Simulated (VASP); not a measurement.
ZrO2 (fluorite) relaxed at rising pressure, in one space group throughout; other phases were not tried. The pressures are those reached. Computed with PBEsol GGA, VASP's PBE PAW potentials (set 64) (plane waves; VASP).

```csv
P (GPa),V (Å³/atom),k-mesh
-0.26,10.843,8×8×8
4.99,10.631,8×8×8
9.95,10.447,8×8×8
19.76,10.127,8×8×8
29.74,9.846,8×8×8
```

Fit an equation of state and predict the volume at 44.93 GPa.

Least squares on the third-order Birch-Murnaghan form, P = (3B0/2)(y⁷ − y⁵)[1 + (3/4)(B′ − 4)(y² − 1)] with y = (V0/V)^(1/3), gives V0 = 10.832 Å³/atom, B0 = 255 GPa and B′ = 4.2, and so 9.481 Å³/atom. The run gave 9.481 Å³/atom, -0.0 % from the fit.

Pressures at which the relaxation failed are left out.

The compound is ZrO2 in the fluorite structure, the high-temperature cubic form, which is unstable at 0 K; the monoclinic form is the stable one.
